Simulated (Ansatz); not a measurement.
## Equation of state of PbS from a dense series

```yaml
crystal:
  lattice:
    - [0.00000, 2.96500, 2.96500]
    - [2.96500, 0.00000, 2.96500]
    - [2.96500, 2.96500, 0.00000]
  atoms:
    - { symbol: Pb, position: [0.00000, 0.00000, 0.00000] }
    - { symbol: S, position: [0.50000, 0.50000, 0.50000] }
```

Atoms are numbered in the order listed.

The cell is COD entry 9000001, as deposited and not checked against the literature; nothing was relaxed.

Spin–orbit coupling is left out, though it moves levels of the heavy atoms by tenths of an eV or more.

The calculation used DFT, PBE, all-electron LAPW, scalar-relativistic in Ansatz 0.2.0.

Settings: a Γ-centred 8×8×8 k mesh, Fermi–Dirac smearing of 0.01 eV, basis error target 0.5 meV/atom, no spin polarisation.

The cell is scaled evenly. Fractional coordinates are held (clamped ions).

| V (Å³/atom) | P (GPa) |
| --- | --- |
| 24.763 | 5.85 |
| 25.023 | 5.06 |
| 25.414 | 3.95 |
| 25.545 | 3.60 |
| 25.805 | 2.93 |
| 26.066 | 2.29 |
| 26.327 | 1.68 |
| 26.587 | 1.10 |
| 26.718 | 0.82 |
| 27.109 | 0.03 |
| 27.369 | -0.47 |
| 27.630 | -0.94 |

Task: Fit a third-order Birch–Murnaghan curve to the pressures.

Result: P = (3B0/2)(y^(7/2) − y^(5/2))[1 + (3/4)(B0′ − 4)(y − 1)] with y = (V0/V)^(2/3) fits within 0.01 GPa for V0 = 27.123 Å³/atom, B0 = 52.8 GPa and B0′ = 4.28.

Task: Predict the pressure at the withheld volume, 24.502 Å³/atom.

Result: There y = 1.0701, so the fit gives 6.68 GPa; the run gave 6.68 GPa.
